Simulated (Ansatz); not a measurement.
## Band table of Cr (sc type)

```yaml
crystal:
  lattice:
    - [1.85776, 0.00000, 0.00000]
    - [0.00000, 1.85776, 0.00000]
    - [0.00000, 0.00000, 1.85776]
  atoms:
    - { symbol: Cr, position: [0.00000, 0.00000, 0.00000] }
```

The cell comes from a relaxation on PAW files under the same functional, begun from a prototype that needn't be the stable phase.

Computed with Ansatz 0.2.0; functional PBE, scalar-relativistic. Settings: a Γ-centred 16×16×16 k mesh, Fermi–Dirac smearing of 0.05 eV, spin-polarised from start moments Cr 2 μB. Methods: LAPW: all electrons, basis error target 1 meV/atom.

This run: volume at 0.5 of the series' base cell.

Antiferromagnetic order, which Cr and Mn prefer near zero pressure, wasn't tried. The start moments died away, and the runs ended non-magnetic.

Path points, in fractions of the reciprocal vectors: Γ (0.000, 0.000, 0.000), X (0.000, 0.500, 0.000), M (0.500, 0.500, 0.000), R (0.500, 0.500, 0.500). The distance column jumps between branches of the path. Levels in eV from the Fermi level; bands 9 to 14, counted from the lowest band of the run. The gap is zero, the pressure 525.7 GPa.

```
# k(1/Å) point b9 b10 b11 b12 b13 b14
0.000 Γ -8.50 -7.76 -7.76 5.66 5.66 5.66
0.211 - -8.29 -7.70 -7.42 5.41 5.41 5.68
0.423 - -7.84 -7.52 -6.33 4.74 4.74 5.73
0.634 - -7.24 -7.22 -4.65 3.79 3.79 5.82
0.846 - -6.89 -6.44 -2.73 2.76 2.76 5.91
1.057 - -6.53 -5.53 -0.97 1.80 1.80 6.01
1.268 - -6.21 -4.60 0.27 1.03 1.03 6.09
1.480 - -5.99 -3.84 0.54 0.54 0.85 6.15
1.691 X -5.91 -3.53 0.37 0.37 0.98 6.17
1.902 - -5.68 -3.25 -1.53 0.41 2.78 5.97
2.114 - -5.17 -3.73 -2.33 0.54 4.71 5.40
2.325 - -5.86 -4.61 -0.69 0.73 4.60 6.51
2.537 - -7.78 -4.09 0.96 1.47 3.71 8.21
2.748 - -9.41 -3.61 1.19 2.86 3.86 9.84
2.959 - -10.64 -3.21 1.40 2.18 6.18 11.36
3.171 - -11.41 -2.93 1.54 1.74 8.08 12.61
3.382 M -11.68 -2.83 1.59 1.59 8.92 13.14
3.681 - -11.15 -3.03 1.66 1.73 7.47 11.71
3.980 - -9.69 -3.60 1.89 2.12 4.78 8.81
4.279 - -7.59 -4.42 1.83 2.31 2.73 5.67
4.578 - -5.91 -5.03 -1.07 2.96 3.09 3.48
4.877 - -6.53 -4.95 -3.71 2.49 3.79 4.28
5.176 - -7.33 -6.32 -5.85 3.83 4.68 4.99
5.475 - -8.08 -7.47 -7.26 5.16 5.38 5.48
5.774 Γ -8.50 -7.76 -7.76 5.66 5.66 5.66
6.140 - -7.82 -7.20 -7.20 5.11 5.22 5.22
6.506 - -6.19 -5.63 -5.63 3.89 3.89 4.05
6.872 - -5.16 -3.35 -3.35 1.82 1.82 4.36
7.238 - -5.87 -1.94 -1.94 0.66 0.66 7.50
7.604 - -7.07 -4.01 -4.01 3.23 3.23 12.06
7.970 - -7.82 -6.11 -6.11 6.12 6.12 14.23
8.337 - -8.01 -7.50 -7.50 8.36 8.36 11.85
8.703 R -7.98 -7.98 -7.98 9.22 9.22 10.65
9.002 - -8.09 -7.75 -7.49 8.37 8.91 11.47
9.301 - -8.25 -7.06 -6.06 6.23 7.93 13.51
9.600 - -8.14 -5.95 -3.92 3.49 6.30 15.08
9.898 - -7.52 -4.52 -1.50 0.65 4.25 13.65
10.197 - -6.31 -2.89 -1.95 -0.27 3.20 10.60
10.496 - -4.50 -4.05 -1.63 -1.30 4.53 7.21
10.795 - -5.43 -3.01 -2.15 -0.09 3.85 5.75
11.094 X -5.91 -3.53 0.37 0.37 0.98 6.17
13.486 R -7.98 -7.98 -7.98 9.22 9.22 10.65
13.697 - -8.18 -7.73 -7.73 8.65 9.21 11.07
13.909 - -8.69 -7.00 -7.00 7.11 9.18 12.23
14.120 - -9.38 -5.82 -5.82 4.99 9.13 13.94
14.331 - -10.10 -4.27 -4.27 2.69 9.07 15.90
14.543 - -10.75 -2.47 -2.47 0.52 9.01 17.81
14.754 - -11.25 -1.25 -0.62 -0.62 8.96 15.71
14.965 - -11.57 -2.42 0.94 0.94 8.93 13.88
15.177 M -11.68 -2.83 1.59 1.59 8.92 13.14
```
